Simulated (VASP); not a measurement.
# SrO (Fm-3m) in VASP: band structure with PBE

Aim: the band structure of SrO with PBE.

Program: VASP 6.6.1. These are calculated values, not measurements. Logs are shortened: lines on timing, memory, paths and dates and some standing lists are left out, and cuts for length are marked.

## 1. The structure

It takes space group Fm-3m (No. 225, cubic). Conventional cell: a = 5.133 Å, b = 5.133 Å, c = 5.133 Å, α = 90.00°, β = 90.00°, γ = 90.00°. Sr (site symmetry m-3m) is surrounded by 6 O at 2.57 Å. Around O (site symmetry m-3m) lie 6 Sr at 2.57 Å.

## 2. Band structure, PBE

The input, POSCAR:

```
SrO
1.0
    0.0000000000      2.5663000000      2.5663000000
    2.5663000000      0.0000000000      2.5663000000
    2.5663000000      2.5663000000      0.0000000000
Sr O
1 1
Direct
    0.5000000000      0.5000000000      0.5000000000
    0.0000000000      0.0000000000      0.0000000000
```

The input, INCAR.step1:

```
ALGO = Normal
EDIFF = 1E-6
ENCUT = 520
GGA = PE
ISIF = 2
ISMEAR = 0
LASPH = T
LCHARG = T
LREAL = F
LWAVE = F
NELM = 100
PREC = Accurate
SIGMA = 0.02
```

The input, KPOINTS.step1:

```
k-points
0
Gamma
  10 10 10
```

The input, INCAR.step2:

```
ALGO = Normal
EDIFF = 1E-6
ENCUT = 520
GGA = PE
ICHARG = 11
ISIF = 2
ISMEAR = 0
LASPH = T
LCHARG = F
LREAL = F
LWAVE = F
NELM = 100
PREC = Accurate
SIGMA = 0.05
```

The input, KPOINTS.step2:

```
path GXWKGLUWLK,UX
20
line-mode
reciprocal
 0.0000000000  0.0000000000  0.0000000000  G
 0.5000000000  0.0000000000  0.5000000000  X

 0.5000000000  0.0000000000  0.5000000000  X
 0.5000000000  0.2500000000  0.7500000000  W

 0.5000000000  0.2500000000  0.7500000000  W
 0.3750000000  0.3750000000  0.7500000000  K

 0.3750000000  0.3750000000  0.7500000000  K
 0.0000000000  0.0000000000  0.0000000000  G

 0.0000000000  0.0000000000  0.0000000000  G
 0.5000000000  0.5000000000  0.5000000000  L

 0.5000000000  0.5000000000  0.5000000000  L
 0.6250000000  0.2500000000  0.6250000000  U

 0.6250000000  0.2500000000  0.6250000000  U
 0.5000000000  0.2500000000  0.7500000000  W

 0.5000000000  0.2500000000  0.7500000000  W
 0.5000000000  0.5000000000  0.5000000000  L

 0.5000000000  0.5000000000  0.5000000000  L
 0.3750000000  0.3750000000  0.7500000000  K

 0.6250000000  0.2500000000  0.6250000000  U
 0.5000000000  0.0000000000  0.5000000000  X
```

Potentials or basis: VASP PAW PBE potentials, release 64 (Sr_sv, O).

Launch:

```bash
$ cat potpaw_PBE.64/Sr_sv/POTCAR potpaw_PBE.64/O/POTCAR > POTCAR
$ cp INCAR.step1 INCAR
$ cp KPOINTS.step1 KPOINTS
$ mpirun -np 1 vasp_std > vasp.out
$ cp INCAR.step2 INCAR
$ cp KPOINTS.step2 KPOINTS
$ mpirun -np 1 vasp_std > vasp.out
```

OUTCAR:

```text
EDIFF = 1E-6
   ENCUT = 520
   GGA = PE
   ICHARG = 11
   ISIF = 2
   ISMEAR = 0
   LASPH = T
   LREAL = F
   NELM = 100
   PREC = Accurate

 ion  position               nearest neighbor table
   1  0.500  0.500  0.500-   2 2.57   2 2.57   2 2.57   2 2.57   2 2.57   2 2.57
   2  0.000  0.000  0.000-   1 2.57   1 2.57   1 2.57   1 2.57   1 2.57   1 2.57

  LATTYP: Found a face centered cubic cell.
 ALAT       =     5.1326000000

  Lattice vectors:

 A1 = (   0.0000000000,   2.5663000000,   2.5663000000)
 A2 = (   2.5663000000,   0.0000000000,   2.5663000000)
 A3 = (   2.5663000000,   2.5663000000,   0.0000000000)

Analysis of symmetry for initial positions (statically):
=====================================================================
 Subroutine PRICEL returns:
 Original cell was already a primitive cell.

 Routine SETGRP: Setting up the symmetry group for a
 face centered cubic supercell.

 Subroutine GETGRP returns: Found 48 space group operations
 (whereof 48 operations were pure point group operations)
 out of a pool of 48 trial point group operations.

The static configuration has the point symmetry O_h .

Analysis of symmetry for dynamics (positions and initial velocities):
=====================================================================
 Subroutine PRICEL returns:
 Original cell was already a primitive cell.

 Routine SETGRP: Setting up the symmetry group for a
 face centered cubic supercell.

 Subroutine GETGRP returns: Found 48 space group operations
 (whereof 48 operations were pure point group operations)
 out of a pool of 48 trial point group operations.

The dynamic configuration has the point symmetry O_h .

 Subroutine INISYM returns: Found 48 space group operations
 (whereof 48 operations are pure point group operations),
 and found     1 'primitive' translations

----------------------------------------------------------------------------------------

                                     Primitive cell

  volume of cell :      33.8028

  direct lattice vectors                    reciprocal lattice vectors
     0.000000000  2.566300000  2.566300000    -0.194833028  0.194833028  0.194833028
     2.566300000  0.000000000  2.566300000     0.194833028 -0.194833028  0.194833028
     2.566300000  2.566300000  0.000000000     0.194833028  0.194833028 -0.194833028

  length of vectors
     3.629296265  3.629296265  3.629296265     0.337460704  0.337460704  0.337460704

[... 83 lines left out ...]
   TEBEG  =    0.0;   TEEND  =   0.0 temperature during run
   PSTRESS=    0.0 pullay stress
   NELECT =      16.0000    total number of electrons
   NUPDOWN=      -1.0000    fix difference up-down
   EMIN   =  10.00;   EMAX   =-10.00  energy-range for DOS
   EFERMI =   0.00;   METHOD = LEGACY
   ISMEAR =     0;   SIGMA  =   0.05  broadening in eV -4-tet -1-fermi 0-gaus
   EFERMI_NEDOS =   21; number of points for ismear=-14 and -15
   IALGO  =     38    algorithm
   IMIX   =      4    mixing-type and parameters
     AMIX     =   0.40;   BMIX     =  1.00
     AMIX_MAG =   1.60;   BMIX_MAG =  1.00
  volume/ion in A,a.u.               =      16.90       114.06
  Fermi-wavevector in a.u.,A,eV,Ry     =   1.275843  2.410995 22.147245  1.627777
  Thomas-Fermi vector in A             =   2.408533
   LORBIT       =      0    0 simple, 1 ext, 2 COOP (PROOUT), +10 PAW based schemes
   GGA     = PE    functional components
   LHFCALC =     F    Hartree Fock is set to
   AEXX    =    0.0000 exact exchange contribution
   IVDW    =     0    specifies the selected vdW correction
   LEPSILON=     F    determine dielectric tensor
   LRPA    =     F    only Hartree local field effects (RPA)
 non-spin polarized calculation
 Gauss-broadening in eV      SIGMA  =   0.05
  energy-cutoff  :      520.00
  volume of cell :       33.80
 maximum number of plane-waves:       941
 NGX is ok and might be reduce to    28

 number of electron      15.9999996 magnetization

 Free energy of the ion-electron system (eV)
  ---------------------------------------------------
  ext. energy  EPLUGINS =         0.00000000
  ---------------------------------------------------
  free energy    TOTEN  =       -11.59288750 eV

  energy without entropy =      -11.59288750  energy(sigma->0) =      -11.59288750

 E-fermi :   1.9199     XC(G=0): -10.0523

 val. band max:        1.6894582933   @ k =   0.0000   0.0000   0.0000
 cond. band min:       4.9512633419   @ k =   0.5000   0.0000   0.5000
 fundamental gap:      3.2618050486
 Fermi energy:         1.9198748138

 k-point     1 :       0.0000    0.0000    0.0000
  band No.  band energies     occupation
      1     -30.6805      2.00000
      2     -13.4082      2.00000
      3     -12.3125      2.00000
      4     -12.3125      2.00000
      5     -12.3125      2.00000
      6       1.6895      2.00000
      7       1.6895      2.00000
      8       1.6895      2.00000
      9       5.7122      0.00000
     10       7.9124      0.00000
     11       7.9124      0.00000
     12       7.9124      0.00000
[... 331 lines left out ...]
 k-point    24 :       0.5000    0.0395    0.5395
  band No.  band energies     occupation
      1     -30.4976      2.00000
      2     -13.4699      2.00000
      3     -13.2779      2.00000
      4     -12.6945      2.00000
      5     -12.5854      2.00000
      6       1.2628      2.00000
      7       1.5351      2.00000
      8       1.5820      2.00000
      9       5.0411      0.00000
     10       9.5997      0.00000
     11      11.6747      0.00000
     12      11.9547      0.00000

 [... further k-points ...]

------------------------ aborting loop because EDIFF is reached ----------------------------------------

  FORCE on cell =-STRESS in cart. coord.  units (eV):
  Direction    XX          YY          ZZ          XY          YZ          ZX
  --------------------------------------------------------------------------------------
  -------------------------------------------------------------------------------------
  Total        3.1809448      3.1809448      3.1809448     -0.0000000      0.0000000      0.0000000
  in kB      150.7698319    150.7698319    150.7698319     -0.0000000      0.0000000      0.0000000
  external PRESSURE =     150.7698319 kB  Pullay stress =       0.0000000 kB

 VOLUME and BASIS-vectors are now :
 -----------------------------------------------------------------------------
  energy-cutoff  :      520.00
  volume of cell :       33.80
      direct lattice vectors                 reciprocal lattice vectors
     0.000000000  2.566300000  2.566300000    -0.194833028  0.194833028  0.194833028
     2.566300000  0.000000000  2.566300000     0.194833028 -0.194833028  0.194833028
     2.566300000  2.566300000  0.000000000     0.194833028  0.194833028 -0.194833028

 POSITION                                       TOTAL-FORCE (eV/Angst)
 -----------------------------------------------------------------------------------
      2.56630      2.56630      2.56630        -0.000000     -0.000000     -0.000000
      0.00000      0.00000      0.00000         0.000000      0.000000      0.000000
 -----------------------------------------------------------------------------------
    total drift:                                0.000000      0.000000      0.000000

  FREE ENERGIE OF THE ION-ELECTRON SYSTEM (eV)
  ---------------------------------------------------
  free  energy   TOTEN  =       -11.5928874960 eV

  energy  without entropy=      -11.5928874960  energy(sigma->0) =      -11.59288750
```

OUTCAR.step1:

```text
EDIFF = 1E-6
   ENCUT = 520
   GGA = PE
   ISIF = 2
   ISMEAR = 0
[... 582 lines left out ...]
 -----------------------------------------------------------------------------------
      2.56630      2.56630      2.56630         0.000000     -0.000000     -0.000000
      0.00000      0.00000      0.00000        -0.000000      0.000000      0.000000
 -----------------------------------------------------------------------------------
    total drift:                                0.000000      0.000000      0.000000

  FREE ENERGIE OF THE ION-ELECTRON SYSTEM (eV)
  ---------------------------------------------------
  free  energy   TOTEN  =       -12.0370466892 eV

  energy  without entropy=      -12.0370466892  energy(sigma->0) =      -12.03704669
```

Wall time 70 s (1 thread of AMD EPYC 7R43 (Zen 3), shared host); peak memory 0.18 GiB.

Results:

| Quantity | Value |
| --- | --- |
| Band gap on the k mesh | 3.26 eV, indirect (least direct gap 3.35 eV) |
| Band gap along the path | 3.26 eV, indirect (least direct gap 3.35 eV) |

Levels at the corners of the path, in eV from the valence-band top:
```tsv
point	band 4	band 5	band 6	band 7	band 8	band 9	band 10	band 11	band 12
Γ	-14.00	-14.00	0.00	0.00	0.00	4.02	6.22	6.22	6.22
X	-14.37	-14.37	-0.42	-0.08	-0.08	3.26	7.85	10.21	10.43
X	-14.37	-14.37	-0.42	-0.08	-0.08	3.26	7.85	10.21	10.43
W	-14.68	-13.42	-1.13	-0.43	-0.43	6.04	6.04	8.66	11.15
W	-14.68	-13.42	-1.13	-0.43	-0.43	6.04	6.04	8.66	11.15
K	-14.27	-13.60	-0.96	-0.58	-0.47	4.79	7.94	8.78	10.19
K	-14.27	-13.60	-0.96	-0.58	-0.47	4.79	7.94	8.78	10.19
Γ	-14.00	-14.00	0.00	0.00	0.00	4.02	6.22	6.22	6.22
Γ	-14.00	-14.00	0.00	0.00	0.00	4.02	6.22	6.22	6.22
L	-14.08	-12.81	-2.18	-1.15	-1.15	6.58	8.50	8.88	8.88
L	-14.08	-12.81	-2.18	-1.15	-1.15	6.58	8.50	8.88	8.88
U	-14.27	-13.60	-0.96	-0.58	-0.47	4.79	7.94	8.78	10.19
U	-14.27	-13.60	-0.96	-0.58	-0.47	4.79	7.94	8.78	10.19
W	-14.68	-13.42	-1.13	-0.43	-0.43	6.04	6.04	8.66	11.16
W	-14.68	-13.42	-1.13	-0.43	-0.43	6.04	6.04	8.66	11.16
L	-14.08	-12.81	-2.18	-1.15	-1.15	6.58	8.50	8.88	8.88
L	-14.08	-12.81	-2.18	-1.15	-1.15	6.58	8.50	8.88	8.88
K	-14.27	-13.60	-0.96	-0.58	-0.47	4.79	7.94	8.78	10.19
U	-14.27	-13.60	-0.96	-0.58	-0.47	4.79	7.94	8.78	10.19
X	-14.37	-14.37	-0.42	-0.08	-0.08	3.26	7.85	10.21	10.43
```

Caveat: the log is that of the step along the path at fixed density, whose energy, stress, charges and moments have no meaning.
